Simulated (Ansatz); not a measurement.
A strain series on NaI (CsCl type): uniaxial along x, other directions held

NaI (CsCl type), relaxed with r2SCAN in the plane-wave code Ansatz, then strained (uniaxial along x, other directions held; changes of length per length, axes as in the cell below) with the atoms relaxed again within the symmetry that is left. It is cubic, Pm-3m (No. 221); a = 4.041 Å in the conventional setting, 32.98 Å³ an atom. Around Na lie 8 I at 3.50 Å; around I lie 8 Na at 3.50 Å. These are computed values for a spin-unpolarised cell that may be hypothetical; none is a measurement.

```
Na I
1.0
     4.04054    0.00000    0.00000
     0.00000    4.04054    0.00000
     0.00000    0.00000    4.04054
Na I
1 1
Direct
  0.00000 0.00000 0.00000
  0.50000 0.50000 0.50000
```

Gaps are the least over each mesh (PBE 6×6×6, r2SCAN 6×6×6, HSE06 4×4×4 when unstrained) and the special points, which keep their unstrained names; stress is the change from the unstrained cell, compression positive.

```tsv
strain (%)	gap, PBE (eV)	gap, r2SCAN (eV)	gap, HSE06 (eV)	edges, HSE06	stress along the strain, r2SCAN (GPa)	energy rise, r2SCAN (meV/atom)
-4.74	2.096	2.848	3.035	M → Γ	+3.07	14.0
-0.34	2.290	3.046	3.233	M → Γ	+0.18	0.1
0.0	2.300	3.056	3.243	M → Γ	0.00	0.0
+1.86	2.229	2.977	3.167	M → Γ	-0.93	1.8
```

Problem. Estimate the row for a strain of +5.44 %.

Solution.
```tsv
strain (%)	gap, PBE (eV)	gap, r2SCAN (eV)	gap, HSE06 (eV)	edges, HSE06	stress along the strain, r2SCAN (GPa)	energy rise, r2SCAN (meV/atom)
+5.44	2.072	2.802	3.000	M → Γ	-2.40	14.3
```

Between zero and the nearest strains the slope of the HSE06 gap against strain is +0.029 eV per percent for negative and -0.041 for positive strain; it falls either way, as happens when edge states split or other valleys take over.

Spin-orbit coupling is left out, which matters wherever the heavy atoms make up the band edges.

The meshes of the hybrids are coarse, so their gaps aren't converged to the digits shown.
